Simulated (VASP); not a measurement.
# C19O in VASP: notebook, part 2 of 2

VASP 6.6.1. The steps go on from the part before.

### Step 4. Single point, PBEsol

File INCAR:

```
PREC = Accurate
ENCUT = 520
EDIFF = 1E-6
ISMEAR = 0
SIGMA = 0.02
LREAL = Auto
LASPH = T
NELM = 100
ALGO = Fast
ISIF = 2
LWAVE = F
LCHARG = F
GGA = PS
NBANDS = 57
```

File KPOINTS:

```
Automatic mesh
0
Gamma
  2 2 1
```

File POSCAR:

```
C19O
1.0
    7.3980000000      0.0000000000      0.0000000000
   -3.6990000000      6.4068560000      0.0000000000
    0.0000000000      0.0000000000     13.0000000000
C O
19 1
Direct
   -0.0054099621      0.0006931692      0.0657795968
    0.2194665455      0.1131339511      0.0657663461
   -0.0037010213      0.3363281094      0.0657788406
    0.2178195540      0.4471166728      0.0657802890
   -0.0031022344      0.6679961224      0.0657833756
    0.2172002022      0.7781144973      0.0657317832
    0.3296162772      0.0029868868      0.0657127706
    0.5511677424      0.1137448840      0.0657511170
    0.3302342937      0.3346728441      0.0658001717
    0.5505283962      0.4448154901      0.0658058221
    0.3279887820      0.6673793485      0.0657543318
    0.5528021422      0.7798060069      0.0657493527
    0.6635638731      0.0012883357      0.0657311642
    0.8838326494      0.1114512614      0.0657651736
    0.6612779314      0.3340355871      0.0657966496
    0.8861463871      0.4464648336      0.0657969894
    0.6629369847      0.6696836178      0.0657860887
    0.8844513797      0.7804225587      0.0657861008
    0.4063769589     -0.0639467236      0.3163180722
    0.3357280180      0.0107128467      0.3659801647
```

Potentials or basis: VASP PAW PBE potentials, release 64 (C, O).

Run with:

```
cat potpaw_PBE.64/C/POTCAR potpaw_PBE.64/O/POTCAR > POTCAR
mpirun -np 1 vasp_std > vasp.out
```

OUTCAR:

```text
PREC = Accurate
   ENCUT = 520
   EDIFF = 1E-6
   ISMEAR = 0
   LREAL = Auto
   LASPH = T
   NELM = 100
   ISIF = 2
   GGA = PS

 ion  position               nearest neighbor table
   1  0.995  0.001  0.066-  18 1.41  14 1.42   2 1.44
   2  0.219  0.113  0.066-   7 1.41   9 1.42   1 1.44
   3  0.996  0.336  0.066-  16 1.41   4 1.42  14 1.44
   4  0.218  0.447  0.066-  11 1.41   3 1.42   9 1.44
   5  0.997  0.668  0.066-   6 1.41  16 1.42  18 1.44
   6  0.217  0.778  0.066-   5 1.41  11 1.42   7 1.44
[... 10 lines left out ...]
  17  0.663  0.670  0.066-  12 1.41  18 1.42  10 1.44
  18  0.884  0.780  0.066-   1 1.41  17 1.42   5 1.44
  19  0.406  0.936  0.316-  20 1.13
  20  0.336  0.011  0.366-  19 1.13

  LATTYP: Found a hexagonal cell.
 ALAT       =     7.3980000000
 C/A-ratio  =     1.7572316842

  Lattice vectors:

 A1 = (   7.3980000000,   0.0000000000,   0.0000000000)
 A2 = (  -3.6990000000,   6.4068560000,   0.0000000000)
 A3 = (   0.0000000000,   0.0000000000,  13.0000000000)

Analysis of symmetry for initial positions (statically):
=====================================================================
 Subroutine PRICEL returns:
 Original cell was already a primitive cell.

 Routine SETGRP: Setting up the symmetry group for a
 hexagonal supercell.

 Subroutine GETGRP returns: Found  1 space group operations
 (whereof  1 operations were pure point group operations)
 out of a pool of 24 trial point group operations.

The static configuration has the point symmetry C_1 .

Analysis of symmetry for dynamics (positions and initial velocities):
=====================================================================
 Subroutine PRICEL returns:
 Original cell was already a primitive cell.

 Routine SETGRP: Setting up the symmetry group for a
 hexagonal supercell.

 Subroutine GETGRP returns: Found  1 space group operations
 (whereof  1 operations were pure point group operations)
 out of a pool of 24 trial point group operations.

The dynamic configuration has the point symmetry C_1 .

 Subroutine INISYM returns: Found  1 space group operations
 (whereof  1 operations are pure point group operations),
 and found     1 'primitive' translations

----------------------------------------------------------------------------------------

                                     Primitive cell

  volume of cell :     616.1730

  direct lattice vectors                    reciprocal lattice vectors
     7.398000000  0.000000000  0.000000000     0.135171668  0.078041398  0.000000000
    -3.699000000  6.406856000  0.000000000     0.000000000  0.156082796  0.000000000
     0.000000000  0.000000000 13.000000000     0.000000000  0.000000000  0.076923077

  length of vectors
     7.398000000  7.398000054 13.000000000     0.156082797  0.156082796  0.076923077

  position of ions in fractional coordinates (direct lattice)
     0.994590038  0.000693169  0.065779597
     0.219466545  0.113133951  0.065766346
     0.996298979  0.336328109  0.065778841
     0.217819554  0.447116673  0.065780289
     0.996897766  0.667996122  0.065783376
     0.217200202  0.778114497  0.065731783
[... 65 lines left out ...]
            Coordinates               Weight
  0.000000  0.000000  0.000000      1.000000
  0.500000  0.000000  0.000000      1.000000
  0.000000  0.500000  0.000000      1.000000
  0.500000  0.500000  0.000000      1.000000
   k-points           NKPTS =      4   k-points in BZ     NKDIM =      4   number of bands    NBANDS=     57
   number of dos      NEDOS =    301   number of ions     NIONS =     20
   total plane-waves  NPLWV = 307328
   dimension x,y,z NGX =    56 NGY =   56 NGZ =   98
   dimension x,y,z NGXF=   112 NGYF=  112 NGZF=  196
   ions per type =              19   1
   NGX,Y,Z   is equivalent  to a cutoff of  12.58, 12.58, 12.53 a.u.
   NGXF,Y,Z  is equivalent  to a cutoff of  25.17, 25.17, 25.06 a.u.
 SYSTEM =  unknown system
   PREC   = accura    normal or accurate (medium, high low for compatibility)
   ISTART =      0    job   : 0-new  1-cont  2-samecut
   ICHARG =      2    charge: 1-file 2-atom 10-const
   ISPIN  =      1    spin polarized calculation?
   LNONCOLLINEAR =      F non collinear calculations
   LSORBIT =      F    spin-orbit coupling
   LASPH  =      T    aspherical Exc in radial PAW
   ENCUT  =  520.0 eV  38.22 Ry    6.18 a.u.  13.76 13.76 24.17*2*pi/ulx,y,z
   NELM   =    100;   NELMIN=  2; NELMDL= -5     # of ELM steps
   EDIFF  = 0.1E-05   stopping-criterion for ELM
   LREAL  =      T    real-space projection
   EDIFFG = 0.1E-04   stopping-criterion for IOM
   NSW    =      0    number of steps for IOM
   IBRION =     -1    ionic relax: 0-MD 1-quasi-New 2-CG
   NFREE  =      0    steps in history (QN), initial steepest desc. (CG)
   ISIF   =      2    stress and relaxation
   ISYM   =      2    0-nonsym 1-usesym 2-fastsym
   POTIM  = 0.5000    time-step for ionic-motion
   TEBEG  =    0.0;   TEEND  =   0.0 temperature during run
   PSTRESS=    0.0 pullay stress
   NELECT =      82.0000    total number of electrons
   NUPDOWN=      -1.0000    fix difference up-down
   EMIN   =  10.00;   EMAX   =-10.00  energy-range for DOS
   EFERMI =   0.00;   METHOD = LEGACY
   ISMEAR =     0;   SIGMA  =   0.02  broadening in eV -4-tet -1-fermi 0-gaus
   EFERMI_NEDOS =   21; number of points for ismear=-14 and -15
   IALGO  =     68    algorithm
   IMIX   =      4    mixing-type and parameters
     AMIX     =   0.40;   BMIX     =  1.00
     AMIX_MAG =   1.60;   BMIX_MAG =  1.00
  volume/ion in A,a.u.               =      30.81       207.91
  Fermi-wavevector in a.u.,A,eV,Ry     =   0.835818  1.579468  9.504925  0.698592
  Thomas-Fermi vector in A             =   1.949440
   LORBIT       =      0    0 simple, 1 ext, 2 COOP (PROOUT), +10 PAW based schemes
   GGA     = PS    functional components
   LHFCALC =     F    Hartree Fock is set to
   AEXX    =    0.0000 exact exchange contribution
   IVDW    =     0    specifies the selected vdW correction
   LEPSILON=     F    determine dielectric tensor
   LRPA    =     F    only Hartree local field effects (RPA)
 non-spin polarized calculation
 RMM-DIIS sequential band-by-band and
 Gauss-broadening in eV      SIGMA  =   0.02
  energy-cutoff  :      520.00
  volume of cell :      616.17
 maximum number of plane-waves:     16651
 NGX is ok and might be reduce to    56
   NGX = 27   NGY = 27   NGZ = 49

 number of electron      82.0000001 magnetization

 Free energy of the ion-electron system (eV)
  ---------------------------------------------------
  ext. energy  EPLUGINS =         0.00000000
  ---------------------------------------------------
  free energy    TOTEN  =      -188.27881618 eV

  energy without entropy =     -188.27881618  energy(sigma->0) =     -188.27881618

 E-fermi :  -1.7542     XC(G=0):  -3.8888

 val. band max:       -1.8556381293   @ k =   0.0000   0.0000   0.0000
 cond. band min:      -1.6471788659   @ k =   0.0000   0.0000   0.0000
 fundamental gap:      0.2084592634
 Fermi energy:        -1.7541846587

 k-point     1 :       0.0000    0.0000    0.0000
  band No.  band energies     occupation
      1     -26.7418      2.00000
      2     -21.2337      2.00000
      3     -18.7332      2.00000
      4     -18.7269      2.00000
      5     -18.6264      2.00000
      6     -18.6215      2.00000
[... 213 lines left out ...]
     52       3.8725      0.00000
     53       4.5828      0.00000
 [bands above 53 left out]

------------------------ aborting loop because EDIFF is reached ----------------------------------------

  FORCE on cell =-STRESS in cart. coord.  units (eV):
  Direction    XX          YY          ZZ          XY          YZ          ZX
  --------------------------------------------------------------------------------------
  -------------------------------------------------------------------------------------
  Total       -1.3246747     -1.7248898      0.2827290     -0.3439767      0.2865134     -0.4802493
  in kB       -3.4444286     -4.4850708      0.7351541     -0.8944106      0.7449941     -1.2487477
  external PRESSURE =      -2.3981151 kB  Pullay stress =       0.0000000 kB

 VOLUME and BASIS-vectors are now :
 -----------------------------------------------------------------------------
  energy-cutoff  :      520.00
  volume of cell :      616.17
      direct lattice vectors                 reciprocal lattice vectors
     7.398000000  0.000000000  0.000000000     0.135171668  0.078041398  0.000000000
    -3.699000000  6.406856000  0.000000000     0.000000000  0.156082796  0.000000000
     0.000000000  0.000000000 13.000000000     0.000000000  0.000000000  0.076923077

 POSITION                                       TOTAL-FORCE (eV/Angst)
 -----------------------------------------------------------------------------------
      7.35541      0.00444      0.85513         0.007931      0.008429      0.003240
      1.20513      0.72483      0.85496        -0.012543     -0.000264      0.001502
      6.12654      2.15481      0.85512         0.011590     -0.009322     -0.001767
     -0.04246      2.86461      0.85514         0.003270     -0.017346     -0.003175
      4.90413      4.27975      0.85518        -0.011144     -0.001970      0.003269
     -1.27140      4.98527      0.85451         0.007600      0.007971      0.001819
[... 12 lines left out ...]
     -0.45608      5.99716      4.11213         0.741813     -0.448009     -0.607176
      2.44409      0.06864      4.75774        -0.750482      0.451204      0.605692
 -----------------------------------------------------------------------------------
    total drift:                                0.003947     -0.015192      0.015990

  FREE ENERGIE OF THE ION-ELECTRON SYSTEM (eV)
  ---------------------------------------------------
  free  energy   TOTEN  =      -188.2788161830 eV

  energy  without entropy=     -188.2788161830  energy(sigma->0) =     -188.27881618
```

Run time: 4.3 min. Hardware: 1 thread of Intel Xeon 6975P-C (Granite Rapids), shared host; peak memory 0.65 GiB.

Results:

| Quantity | Value |
| --- | --- |
| Free energy | -188.2788 eV |
| Largest force | 1.065 eV/Å |
| Band gap on the k mesh | 0.21 eV, direct |

Forces on the atoms (eV/Å):
```
C    0.008  0.008  0.003
C   -0.013  0.000  0.002
C    0.012 -0.009 -0.002
C    0.003 -0.017 -0.003
C   -0.011 -0.002  0.003
C    0.008  0.008  0.002
C    0.016 -0.019  0.000
C    0.013 -0.017 -0.001
C   -0.016 -0.004 -0.001
C    0.015  0.018  0.000
C   -0.001  0.022  0.000
C   -0.017  0.010  0.001
C   -0.021 -0.006 -0.003
C    0.010  0.013 -0.001
C    0.003  0.020  0.000
C   -0.017  0.008  0.001
C    0.010 -0.015  0.000
C    0.006 -0.021  0.000
C    0.742 -0.448 -0.607
O   -0.750  0.451  0.606
```

Levels at points of the mesh, in eV from the valence-band top:
| k point | band 37 | band 38 | band 39 | band 40 | band 41 | band 42 | band 43 | band 44 | band 45 | band 46 |
| --- | --- | --- | --- | --- | --- | --- | --- | --- | --- | --- |
| (0.00, 0.00, 0.00) | -4.23 | -2.90 | -2.90 | 0.00 | 0.00 | 0.21 | 0.21 | 2.40 | 2.41 | 3.53 |
| (0.50, 0.00, 0.00) | -2.59 | -2.58 | -2.54 | -2.53 | -2.26 | 1.75 | 2.35 | 2.39 | 2.59 | 2.61 |
| (0.00, 0.50, 0.00) | -2.59 | -2.58 | -2.54 | -2.53 | -2.26 | 1.74 | 2.35 | 2.38 | 2.59 | 2.63 |
| (0.50, 0.50, 0.00) | -2.59 | -2.58 | -2.54 | -2.53 | -2.26 | 1.75 | 2.36 | 2.39 | 2.59 | 2.64 |

Caveat: the k mesh is coarse (spacing up to 0.49 Å⁻¹), so the values aren't converged; the standard files for N, O and F lose accuracy on very short bonds; the PAW data sets were made with another functional, which shifts forces and pressure a little. PBEsol gaps usually lie below the measured ones, often by a third to a half.

### Step 5. Single point, PBEsol

File INCAR:

```
SYSTEM = C19O
ALGO = Fast
EDIFF = 1E-6
ENCUT = 520
GGA = PS
ISIF = 2
ISMEAR = 0
LASPH = .True.
LCHARG = .False.
LREAL = Auto
LWAVE = .False.
NBANDS = 57
NELM = 60
PREC = Accurate
SIGMA = 0.02
```

File KPOINTS:

```
k-points
0
Gamma
  2 2 1
  0 0 0
```

File POSCAR:

```
C19O
1.0
    7.3980000000      0.0000000000      0.0000000000
   -3.6990000000      6.4068560000      0.0000000000
    0.0000000000      0.0000000000     13.0000000000
C O
19 1
Direct
   -0.0054099740      0.0006931637      0.0657796154
    0.2194665482      0.1131339615      0.0657663846
   -0.0037010257      0.3363281460      0.0657788462
    0.2178194773      0.4471166513      0.0657803077
   -0.0031022334      0.6679961279      0.0657833846
    0.2172002965      0.7781145698      0.0657317692
    0.3296163493      0.0029869565      0.0657127692
    0.5511677849      0.1137448696      0.0657511538
    0.3302342542      0.3346728879      0.0658001538
    0.5505284696      0.4448155226      0.0658058462
    0.3279887792      0.6673792887      0.0657543077
    0.5528021815      0.7798060390      0.0657493846
    0.6635638617      0.0012883074      0.0657311538
    0.8838326724      0.1114512329      0.0657651538
    0.6612778712      0.3340356019      0.0657966154
    0.8861464556      0.4464648495      0.0657970000
    0.6629370084      0.6696836951      0.0657860769
    0.8844513479      0.7804225661      0.0657860769
    0.4063770383     -0.0639466534      0.3163180769
    0.3357280363      0.0107128988      0.3659801538
```

Run with:

```
cat potpaw_PBE.64/C/POTCAR potpaw_PBE.64/O/POTCAR > POTCAR
mpirun -np 1 vasp_std > vasp.out
```

Run time: 5.2 min. Hardware: 1 thread of Intel Xeon 6975P-C (Granite Rapids), shared host; peak memory 0.64 GiB.

Results (log left out):

```
Free energy            : -188.2788 eV
Largest force          : 1.065 eV/Å
Band gap on the k mesh : 0.21 eV, direct
```

Forces on the atoms (eV/Å):
```
C    0.008  0.008  0.003
C   -0.013  0.000  0.001
C    0.012 -0.009 -0.002
C    0.003 -0.017 -0.003
C   -0.011 -0.002  0.003
C    0.008  0.008  0.002
C    0.016 -0.019  0.000
C    0.013 -0.017 -0.001
C   -0.016 -0.004 -0.001
C    0.015  0.018  0.000
C   -0.001  0.022  0.000
C   -0.017  0.010  0.001
C   -0.021 -0.006 -0.003
C    0.010  0.013 -0.001
C    0.003  0.020  0.001
C   -0.017  0.008  0.001
C    0.010 -0.015  0.000
C    0.006 -0.021  0.000
C    0.742 -0.448 -0.607
O   -0.750  0.451  0.606
```

Levels at points of the mesh, in eV from the valence-band top:
| k point | band 37 | band 38 | band 39 | band 40 | band 41 | band 42 | band 43 | band 44 | band 45 | band 46 |
| --- | --- | --- | --- | --- | --- | --- | --- | --- | --- | --- |
| (0.00, 0.00, 0.00) | -4.23 | -2.90 | -2.90 | 0.00 | 0.00 | 0.21 | 0.21 | 2.40 | 2.41 | 3.53 |
| (0.50, 0.00, 0.00) | -2.59 | -2.58 | -2.54 | -2.53 | -2.26 | 1.75 | 2.35 | 2.39 | 2.59 | 2.61 |
| (0.00, 0.50, 0.00) | -2.59 | -2.58 | -2.54 | -2.53 | -2.26 | 1.74 | 2.35 | 2.38 | 2.59 | 2.63 |
| (0.50, 0.50, 0.00) | -2.59 | -2.58 | -2.54 | -2.53 | -2.26 | 1.75 | 2.36 | 2.39 | 2.59 | 2.64 |

Caveat: the k mesh is coarse (spacing up to 0.49 Å⁻¹), so the values aren't converged; the standard files for N, O and F lose accuracy on very short bonds; the PAW data sets were made with another functional, which shifts forces and pressure a little.

### Step 6. Single point, PBEsol

File INCAR:

```
ALGO = Fast ; EDIFF = 1E-6
ENCUT = 520 ; GGA = PS
ISIF = 2 ; ISMEAR = 0
LASPH = True ; LCHARG = False
LREAL = Auto ; LWAVE = False
NBANDS = 57 ; NELM = 100
PREC = Accurate ; SIGMA = 0.02
```

File KPOINTS:

```
k-points
0
Gamma
  2 2 1
```

File POSCAR:

```
C19O
1.0
    7.3980000000      0.0000000000      0.0000000000
   -3.6990000000      6.4068560000      0.0000000000
    0.0000000000      0.0000000000     13.0000000000
C O
19 1
Direct
   -0.0052411590     -0.0002171112      0.0651015385
    0.2194655815      0.1121509520      0.0651219231
   -0.0038415125      0.3354799921      0.0650956923
    0.2181210452      0.4464840477      0.0650850769
   -0.0028799910      0.6674465604      0.0651370769
    0.2171616290      0.7774313954      0.0651593077
    0.3294880862      0.0021275646      0.0651510000
    0.5514717631      0.1130927556      0.0650886154
    0.3304593995      0.3341283150      0.0651140000
    0.5504668076      0.4441331286      0.0651202308
    0.3281749108      0.6664944553      0.0650976154
    0.5528108802      0.7788250587      0.0649853077
    0.6637831274      0.0007306236      0.0649616154
    0.8837790901      0.1107703997      0.0650070000
    0.6614458210      0.3331335994      0.0650923077
    0.8861546678      0.4454755968      0.0651187692
    0.6627995872      0.6688308587      0.0650275385
    0.8847584426      0.7797907429      0.0651003077
    0.4491469133     -0.0622192851      0.3186998462
    0.4025107160      0.0228105642      0.3758893077
```

Potentials or basis: VASP PAW PBE potentials, release 64 (C, O).

Run with:

```
cat potpaw_PBE.64/C/POTCAR potpaw_PBE.64/O/POTCAR > POTCAR
mpirun -np 1 vasp_std > vasp.out
```

Wall time 4.5 min (1 thread of Intel Xeon 6975P-C (Granite Rapids), shared host); peak memory 0.65 GiB.

Results (log left out):

* Free energy: -188.2778 eV
* Largest force: 1.006 eV/Å
* Band gap on the k mesh: 0.21 eV, direct

Forces in eV/Å, atoms in the order of the input:
```
C    0.006  0.017  0.000
C   -0.013 -0.001  0.009
C    0.015 -0.005 -0.002
C   -0.002 -0.009  0.005
C   -0.004 -0.001  0.001
C    0.005  0.005 -0.004
C    0.012 -0.013 -0.002
C    0.001 -0.009 -0.004
C   -0.015 -0.008 -0.003
C    0.021  0.008 -0.003
C   -0.005  0.018 -0.003
C   -0.011  0.001 -0.003
C   -0.012 -0.010  0.005
C    0.012  0.005  0.004
C    0.006  0.012  0.005
C   -0.019  0.017 -0.003
C    0.009 -0.005  0.004
C    0.003 -0.020 -0.002
C    0.577 -0.489 -0.661
O   -0.587  0.487  0.656
```

Levels at points of the mesh, in eV from the valence-band top:
```tsv
k point	band 37	band 38	band 39	band 40	band 41	band 42	band 43	band 44	band 45	band 46
(0.00, 0.00, 0.00)	-4.24	-2.90	-2.90	0.00	0.00	0.21	0.21	2.37	2.37	3.51
(0.50, 0.00, 0.00)	-2.59	-2.58	-2.54	-2.53	-2.26	1.75	2.32	2.35	2.59	2.60
(0.00, 0.50, 0.00)	-2.59	-2.58	-2.54	-2.53	-2.26	1.75	2.32	2.34	2.59	2.64
(0.50, 0.50, 0.00)	-2.59	-2.58	-2.54	-2.53	-2.26	1.75	2.34	2.37	2.59	2.63
```

Caveat: the k mesh is coarse (spacing up to 0.49 Å⁻¹), so the values aren't converged; the standard files for N, O and F lose accuracy on very short bonds; the PAW data sets were made with another functional, which shifts forces and pressure a little.
